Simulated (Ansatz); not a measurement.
# HgSe (F-43m) in Ansatz: further runs

One crystal, HgSe, is run at these levels: RPBE+D4; tasks: single point, equation of state.

Program: Ansatz 0.2.0. These are calculated values, not measurements. Logs are shortened: lines on timing, memory, paths and dates and some standing lists are left out, and cuts for length are marked.

**The experiment to reproduce.**

“The pseudo-binary mercury chalcogenide alloy HgSe0.7S0.3 at high pressure: a mechanism of the zinc blende/cinnabar reconstructive phase transition”, 2002, arxiv:cond-mat/0209548 quotes, for a bulk crystal of HgSe: bulk modulus 51.6 ± 0.2 GPa.

The runs below are set against these values where they give the same quantity.

### 1 Starting point

The structure is cubic, space group F-43m (No. 216). The conventional cell has a = 6.078 Å, b = 6.078 Å, c = 6.078 Å, α = 90.00°, β = 90.00°, γ = 90.00°. Around Hg (site symmetry -43m) lie 4 Se at 2.63 Å. Se (site symmetry -43m) is surrounded by 4 Hg at 2.63 Å.

### 2 Single point, RPBE+D4, 26.38 Å³/atom (volume scaled by 0.94)

input.yaml reads:

```yaml
crystal:
  lattice:
    - [0.0, 2.9769621844, 2.9769621844]
    - [2.9769621844, 0.0, 2.9769621844]
    - [2.9769621844, 2.9769621844, 0.0]
  atoms:
    - { symbol: Hg, position: [0.0, 0.0, 0.0] }
    - { symbol: Se, position: [0.75, 0.75, 0.75] }
hamiltonian:
  xc: rpbe
  pseudopotentials: { kind: paw }
  dispersion: d4
kpoints:
  mp_grid: { grid: [8, 8, 8] }
scf:
  occupations: { method: fermi_dirac, width: 0.05 }
output:
  forces: true
  stress: true
  eigenvalues: true
  write_density: true
  write_potential: true
  elf: true
  volumetric_format: npy
```

Potentials or basis: Ansatz PAW.

Started as:

```bash
> ansatz run input.yaml --threads 2 --pin off --max-ram 5120MiB --backend cpu --events-out ev --progress --plain --runs-dir out
```

What it wrote:

```text
Warning: RAYON_NUM_THREADS=2 ignored (pool sized by the plan → 2); use --threads N
Engine: ansatz 0.2.0, x86_64-unknown-linux-gnu
Pseudopotentials: kind: paw
Pseudopotential: Hg, paw, valence charge 20, recommended cutoff 420 eV (normal), Hg.paw.azcp
Pseudopotential: Se, paw, valence charge 16, recommended cutoff 420 eV (normal), Se.paw.azcp
Functional definition: RPBE
  parameter kappa = 0.804
  parameter beta = 0.06672455060314922
  exchange = rpbe_x(kappa = kappa, mu = beta*pi^2/3)
  correlation = pbe_c(beta = beta)
Crystal: 2 atoms, lattice volume = 52.765 Å³
Basis set: ecut = 420 eV, 965 PW (Γ), exchange–correlation on 60×60×60 points (8 copies of the dense FFT grid, shifted against one another)
Bands: 22, of which v1, the nominal top of the filled ones, is band 18 counted from 1 (17 counted from 0)
Symmetry: 24 space group operations
Space group: F-43m (ITA 216), of the structure as read, at distance tolerance 3.8e-5 Å
k-points: 29 of 512 (time reversal used)
Non-local potential: Hg, projectors of the file, l = 0: 3, l = 1: 2, l = 2: 2, l = 3: 1
Non-local potential: Se, projectors of the file, l = 0: 2, l = 1: 2, l = 2: 3, l = 3: 1
PAW form: soft (Blöchl's): semilocal exchange-correlation on the pseudo side does not see the compensation charge
PAW frozen core: Hg, regenerated for the run's functional, and the local potential with it (the file was generated under x = pbe(κ = 0.804, μ = 0.2195149727645171), c = pbe(β = 0.06672455060314922))
PAW frozen core: Se, regenerated for the run's functional, and the local potential with it (the file was generated under x = pbe(κ = 0.804, μ = 0.2195149727645171), c = pbe(β = 0.06672455060314922))
PAW one-centre angular grid: Hg, 590 points (default); XC on 64 Gauss nodes
PAW one-centre angular grid: Se, 590 points (default); XC on 64 Gauss nodes
Initial density: superposition of atomic densities (neutral atoms: chi_scale 0, normalization atom), corrected by the library's trained network
Initial wavefunctions: pseudopotential atomic-orbital guess
Functional: x = rpbe, c = pbe(β = 0.06672455060314922)
SCF iter   1: F=—  HF=-19304.688655 eV  |F-HF|=—  |Δ(HF+E_count)|=         —  Δρ=2.27e-3  dr2=2.65e-3  ethr=1.77e-3  ⟨swp⟩=5.9  Hψ=2754  notcnv=0
preconditioner: auto → none  [insulator: Δε(μ)=0.727 eV  Ē_g=11.765 eV  σ=0.050 eV  W_gap=0.73  n_scr=14 (ndim 8)  ℏωp=21.7 eV  f_vac=0.177  D(μ)=0.06/eV (n_scr^D=0)  ε∞_Penn≈4.4]
SCF iter   2: F=—  HF=-19304.689140 eV  |F-HF|=—  |Δ(HF+E_count)|=   4.85e-4  Δρ=9.39e-4  dr2=3.58e-4  ethr=7.36e-6  ⟨swp⟩=2.4  Hψ=1310  notcnv=0
SCF iter   3: F=—  HF=-19304.689118 eV  |F-HF|=—  |Δ(HF+E_count)|=   2.21e-5  Δρ=4.31e-4  dr2=5.25e-5  ethr=9.95e-7  ⟨swp⟩=2.0  Hψ=924  notcnv=0
SCF iter   4: F=—  HF=-19304.689150 eV  |F-HF|=—  |Δ(HF+E_count)|=   3.22e-5  Δρ=1.01e-4  dr2=5.35e-6  ethr=1.46e-7  ⟨swp⟩=2.1  Hψ=881  notcnv=0
SCF iter   5: F=—  HF=-19304.689152 eV  |F-HF|=—  |Δ(HF+E_count)|=   1.89e-6  Δρ=2.28e-5  dr2=1.57e-7  ethr=1.49e-8  ⟨swp⟩=2.0  Hψ=1045  notcnv=0
SCF iter   6: F=-19304.689152 eV  HF=-19304.689152 eV  |F-HF|=5.71e-8  |Δ(HF+E_count)|=   2.22e-7  Δρ=9.48e-6  dr2=2.49e-8  ethr=2.78e-10  ⟨swp⟩=9.1  Hψ=4210  notcnv=0
SCF 1 converged in 6 iterations: F = -19304.689152 eV  dr2 = 2.49e-8
SCF converged after 6 iterations
Free energy (F): -19304.689152 eV
Harris-Foulkes:  -19304.689152 eV  (|F-HF|=5.71e-8)
Internal energy: -19304.688600 eV  (E = F + TS)
E sigma→0 (E₀):  -19304.688876 eV
Entropy (-TS):   -0.000552 eV (-0.276 meV/atom)
Fermi energy:    10.143509 eV
--- Per-component energies (eV) ---
  E_band       = -835.199865
  E_kinetic    = 724.546229
  E_local      = -5632.009127  (includes V_loc(G=0)·N_el)
  E_nonlocal   = -525.435618
  E_hartree    = 2588.908590
  E_xc         = -326.133183
  E_vxc        = -361.728327  (∫ρ·V_xc dr)
  E_paw        = -11875.177494  (= ΣΔE_a)
  E_vpaw       = -218.387143  (= ΣTr[D̂ρ^β])
  E_aug_tail   = 0.000375  (compensation charges beyond the density's cutoff)
  E_ewald      = -4257.682128
  E_disp       = -1.374253  (pairwise vdW)
  E_core_change = -0.331993  (= ΣΔE_core)
  E_smearing   = -0.000552  (= −TS)
  E_closure    = 0.000000  (closes the sum)
  Σ components = -19304.689152   (vs F -19304.689152, Δ=0.00e0)
--- Forces (eV/Å), atoms counted from 1 ---
  atom   1  Hg    -0.00000000     0.00000000     0.00000000
  atom   2  Se     0.00000000    -0.00000000     0.00000000
  max |Σ_I F_I| component: 2.78e-17 eV/Å
--- Stress (GPa, compression-positive) ---
        6.638617      -0.000000      -0.000000
       -0.000000       6.638617       0.000000
       -0.000000       0.000000       6.638617
  P = ⅓ Tr σ = 6.6386 GPa (66.386 kbar)
--- Band table (eV; the first three rows and the last of 29) ---
  k-point 0: bands = ["-104.5942", "-53.1043", "-53.1043", "-53.1043", "-37.5682", "-37.5682", "-37.5682", "-37.5638", "-37.5638", "-3.8157", "2.5080", "2.5080", "2.5080", "3.3648", "3.3648", "9.3699", "10.0943", "10.0943", "10.0943", "15.5573", "15.5573", "15.5573"]
  k-point 1: bands = ["-104.5942", "-53.1044", "-53.1043", "-53.1043", "-37.5683", "-37.5682", "-37.5682", "-37.5638", "-37.5638", "-3.7395", "2.5365", "2.5427", "2.5427", "3.3619", "3.3619", "8.2932", "9.9144", "9.9144", "10.8202", "15.2821", "15.7933", "15.7933"]
  k-point 2: bands = ["-104.5942", "-53.1046", "-53.1044", "-53.1044", "-37.5684", "-37.5682", "-37.5682", "-37.5638", "-37.5638", "-3.5496", "2.6198", "2.6198", "2.6869", "3.3683", "3.3683", "6.7369", "9.5144", "9.5144", "11.2875", "15.6062", "16.2126", "16.2126"]
  k-point 28: bands = ["-104.5942", "-53.1048", "-53.1047", "-53.1046", "-37.5685", "-37.5684", "-37.5683", "-37.5638", "-37.5637", "-3.0811", "2.8308", "2.9695", "3.2498", "3.3043", "4.1062", "4.4446", "7.0267", "7.4453", "13.9357", "15.3194", "16.3469", "17.6878"]
```

Run time: 8.9 s. Hardware: 2 threads of Intel Xeon at 2.50GHz (Skylake/Cascade Lake), shared host; peak memory 0.37 GiB.

What came out:

```yaml
Free_energy: -19304.6892 eV
Pressure: 6.6 GPa
Band_gap_on_the_k_mesh: none (metal or under the smearing width)
```

Caveat: pairwise dispersion overbinds metals, which lowers pressure and volume; the PAW data sets come from PBE, with cores solved anew for the run's functional, which leaves a small shift of forces and pressure.

### 3 Single point, RPBE+D4, 26.94 Å³/atom (volume scaled by 0.96)

input.yaml reads:

```yaml
crystal:
  lattice:
    - [0.0, 2.9979273976, 2.9979273976]
    - [2.9979273976, 0.0, 2.9979273976]
    - [2.9979273976, 2.9979273976, 0.0]
  atoms:
    - { symbol: Hg, position: [0.0, 0.0, 0.0] }
    - { symbol: Se, position: [0.75, 0.75, 0.75] }
hamiltonian:
  xc: rpbe
  pseudopotentials: { kind: paw }
  dispersion: d4
kpoints:
  mp_grid: { grid: [8, 8, 8] }
scf:
  occupations: { method: fermi_dirac, width: 0.05 }
output:
  forces: true
  stress: true
  eigenvalues: true
```

Potentials or basis: Ansatz PAW.

Started as:

```bash
> ansatz run input.yaml --threads 2 --pin off --max-ram 5120MiB --backend cpu --events-out ev --progress --plain --runs-dir out
```

Run time: 7.9 s. Hardware: 2 threads of Intel Xeon at 2.50GHz (Skylake/Cascade Lake), shared host; peak memory 0.36 GiB.

It converged, with:

```
Free energy            : -19304.7301 eV
Pressure               : 5.1 GPa
Band gap on the k mesh : none (metal or under the smearing width)
```

Caveat: pairwise dispersion overbinds metals, which lowers pressure and volume; the PAW data sets come from PBE, with cores solved anew for the run's functional, which leaves a small shift of forces and pressure.

### 4 Single point, RPBE+D4, 27.51 Å³/atom (volume scaled by 0.98)

Changes to input.yaml since step 3:

```diff
@@ -2,5 +2,5 @@
   lattice:
-    - [0.0, 2.9979273976, 2.9979273976]
-    - [2.9979273976, 0.0, 2.9979273976]
-    - [2.9979273976, 2.9979273976, 0.0]
+    - [0.0, 3.0186034123, 3.0186034123]
+    - [3.0186034123, 0.0, 3.0186034123]
+    - [3.0186034123, 3.0186034123, 0.0]
   atoms:
```

Started as:

```bash
> ansatz run input.yaml --threads 2 --pin off --max-ram 5120MiB --backend cpu --events-out ev --progress --plain --runs-dir out
```

It took 7.8 s on 2 threads of Intel Xeon at 2.50GHz (Skylake/Cascade Lake), shared host; peak memory 0.37 GiB.

The run converged. Its results:

```
Free energy            : -19304.7607 eV
Pressure               : 3.7 GPa
Band gap on the k mesh : none (metal or under the smearing width)
```

Caveat: pairwise dispersion overbinds metals, which lowers pressure and volume; the PAW data sets come from PBE, with cores solved anew for the run's functional, which leaves a small shift of forces and pressure.

### 5 Single point, RPBE+D4, 28.07 Å³/atom

Changes to input.yaml since step 4:

```diff
@@ -2,5 +2,5 @@
   lattice:
-    - [0.0, 3.0186034123, 3.0186034123]
-    - [3.0186034123, 0.0, 3.0186034123]
-    - [3.0186034123, 3.0186034123, 0.0]
+    - [0.0, 3.039, 3.039]
+    - [3.039, 0.0, 3.039]
+    - [3.039, 3.039, 0.0]
   atoms:
```

Started as:

```bash
> ansatz run input.yaml --threads 2 --pin off --max-ram 5120MiB --backend cpu --events-out ev --progress --plain --runs-dir out
```

Wall time 7 s (2 threads of Intel Xeon at 2.50GHz (Skylake/Cascade Lake), shared host); peak memory 0.37 GiB.

The run converged. Its results:

```
Free energy            : -19304.7820 eV
Pressure               : 2.4 GPa
Band gap on the k mesh : none (metal or under the smearing width)
```

Caveat: pairwise dispersion overbinds metals, which lowers pressure and volume; the PAW data sets come from PBE, with cores solved anew for the run's functional, which leaves a small shift of forces and pressure.

### 6 Single point, RPBE+D4, 28.63 Å³/atom (volume scaled by 1.02)

Changes to input.yaml since step 5:

```diff
@@ -2,5 +2,5 @@
   lattice:
-    - [0.0, 3.039, 3.039]
-    - [3.039, 0.0, 3.039]
-    - [3.039, 3.039, 0.0]
+    - [0.0, 3.0591264144, 3.0591264144]
+    - [3.0591264144, 0.0, 3.0591264144]
+    - [3.0591264144, 3.0591264144, 0.0]
   atoms:
@@ -20 +20,5 @@
   eigenvalues: true
+  write_density: true
+  write_potential: true
+  elf: true
+  volumetric_format: npy
```

Potentials or basis: Ansatz PAW.

Started as:

```bash
> ansatz run input.yaml --threads 2 --pin off --max-ram 5120MiB --backend cpu --events-out ev --progress --plain --runs-dir out
```

Run time: 11 s. Hardware: 2 threads of Intel Xeon at 2.50GHz (Skylake/Cascade Lake), shared host; peak memory 0.37 GiB.

Results (log left out):

```yaml
Free_energy: -19304.7952 eV
Pressure: 1.3 GPa
Band_gap_on_the_k_mesh: none (metal or under the smearing width)
```

Caveat: pairwise dispersion overbinds metals, which lowers pressure and volume; the PAW data sets come from PBE, with cores solved anew for the run's functional, which leaves a small shift of forces and pressure.

### 7 Single point, RPBE+D4, 29.19 Å³/atom (volume scaled by 1.04)

Changes to input.yaml since step 6:

```diff
@@ -2,5 +2,5 @@
   lattice:
-    - [0.0, 3.0591264144, 3.0591264144]
-    - [3.0591264144, 0.0, 3.0591264144]
-    - [3.0591264144, 3.0591264144, 0.0]
+    - [0.0, 3.0789914282, 3.0789914282]
+    - [3.0789914282, 0.0, 3.0789914282]
+    - [3.0789914282, 3.0789914282, 0.0]
   atoms:
```

Started as:

```bash
> ansatz run input.yaml --threads 2 --pin off --max-ram 5120MiB --backend cpu --events-out ev --progress --plain --runs-dir out
```

Run time: 10 s. Hardware: 2 threads of Intel Xeon at 2.50GHz (Skylake/Cascade Lake), shared host; peak memory 0.38 GiB.

The run converged. Its results:

- Free energy: -19304.8011 eV
- Pressure: 0.4 GPa
- Band gap on the k mesh: none (metal or under the smearing width)

Caveat: pairwise dispersion overbinds metals, which lowers pressure and volume; the PAW data sets come from PBE, with cores solved anew for the run's functional, which leaves a small shift of forces and pressure.

### 8 Single point, RPBE+D4, 29.75 Å³/atom (volume scaled by 1.06)

input.yaml reads:

```yaml
crystal:
  lattice:
    - [0.0, 3.0986033673, 3.0986033673]
    - [3.0986033673, 0.0, 3.0986033673]
    - [3.0986033673, 3.0986033673, 0.0]
  atoms:
    - { symbol: Hg, position: [0.0, 0.0, 0.0] }
    - { symbol: Se, position: [0.75, 0.75, 0.75] }
hamiltonian:
  xc: rpbe
  pseudopotentials: { kind: paw }
  dispersion: d4
kpoints:
  mp_grid: { grid: [8, 8, 8] }
scf:
  occupations: { method: fermi_dirac, width: 0.05 }
output:
  forces: true
  stress: true
  eigenvalues: true
```

Started as:

```bash
> ansatz run input.yaml --threads 2 --pin off --max-ram 5120MiB --backend cpu --events-out ev --progress --plain --runs-dir out
```

Run time: 7 s. Hardware: 2 threads of Intel Xeon at 2.50GHz (Skylake/Cascade Lake), shared host; peak memory 0.37 GiB.

Results (log left out):

| Item | Value |
| --- | --- |
| Free energy | -19304.8006 eV |
| Pressure | -0.5 GPa |
| Band gap on the k mesh | none (metal or under the smearing width) |

Caveat: pairwise dispersion overbinds metals, which lowers pressure and volume; the PAW data sets come from PBE, with cores solved anew for the run's functional, which leaves a small shift of forces and pressure.

### 9 Equation of state, RPBE+D4

Potentials or basis: Ansatz PAW.

No new run: the results of the series are fitted here.

Results:

```yaml
Equilibrium_volume: 29.41 Å³/atom
Bulk_modulus: 46 GPa
Pressure_derivative_of_the_bulk_modulus: 5.1
```

Energy against volume, from the lowest point:
```tsv
volume (Å³/atom)	energy (meV/atom)
26.383	55.99
26.944	35.52
27.505	20.24
28.067	9.54
28.628	2.95
29.189	0.00
29.751	0.29
```

Caveat: the potentials were made for another functional, which shifts forces and pressure.

### 10 How close it comes

Step 9. A measured bulk modulus of HgSe is 51.6 GPa (quoted in “The pseudo-binary mercury chalcogenide alloy HgSe0.7S0.3 at high pressure: a mechanism of the zinc blende/cinnabar reconstructive phase transition”, 2002, arxiv:cond-mat/0209548); the calculated 46 GPa misses it by -10.4 %. The fit is for a static lattice scaled at fixed shape and fixed fractional positions.
